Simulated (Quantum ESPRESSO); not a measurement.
## PbS under changes of volume

One of the cells (26.686 Å³/atom); the others are scaled copies at fixed shape and fractional positions:

```
Pb S
1.0
     2.11266    1.21975    3.45192
    -2.11266    1.21975    3.45192
     0.00000   -2.43949    3.45192
Pb S
1 1
Direct
  0.98057 0.98057 0.98057
  0.47504 0.47504 0.47504
```

The cell is a database's computed one.

```yaml
Program: Quantum ESPRESSO 7.5
Functional: PBE
Potentials_or_basis: SSSP 1.3 efficiency PBE
Cutoff: 748 eV
Density_cutoff: 5987 eV
k_mesh: 8 × 8 × 8
Occupations: fermi-dirac, width 0.05 eV
Spin: no spin polarisation
```

| volume (Å³/atom) | energy over the lowest point (meV/atom) | pressure (GPa) | gap on the mesh (eV) | largest force (eV/Å) |
| --- | --- | --- | --- | --- |
| 25.085 | ? | ? | ? | ? |
| 25.618 | 15.83 | 3.4 | 0.32 | 0.044 |
| 26.152 | 6.48 | 2.1 | 0.40 | 0.032 |
| 26.686 | 1.34 | 0.9 | 0.47 | 0.021 |
| 27.220 | 0.00 | -0.2 | 0.53 | 0.010 |
| 27.753 | 2.06 | -1.2 | 0.59 | 0.000 |
| 28.287 | 7.20 | -2.1 | 0.64 | 0.010 |

What does the run at 25.085 Å³/atom give?

Energy over the lowest point 29.85 meV/atom; pressure 4.8 GPa; gap on the mesh 0.25 eV; largest force 0.056 eV/Å.

Worked out: A Birch-Murnaghan fit of order 3 (a polynomial in V^(-2/3)) to the other rows has its minimum at 27.15 Å³/atom with B0 = V·E''(V) = 53 GPa and B' = 4.3 at fixed shape and positions, which overstates the stiffness. It gives 29.84 meV/atom at 25.085 Å³/atom, against the run's 29.85, and -dE/dV = 5.0 GPa, against 4.8. A parabola through the other rows of the gap, of slope 4.21 eV per unit of ln V (its deformation potential) there, extrapolates to 0.24 eV, against the run's 0.25.

Energies are extrapolated to zero smearing.

Caveats: spin-orbit coupling is left out, which as a rule narrows the gap of such compounds by several tenths of an eV.

A mesh can miss the band edges.
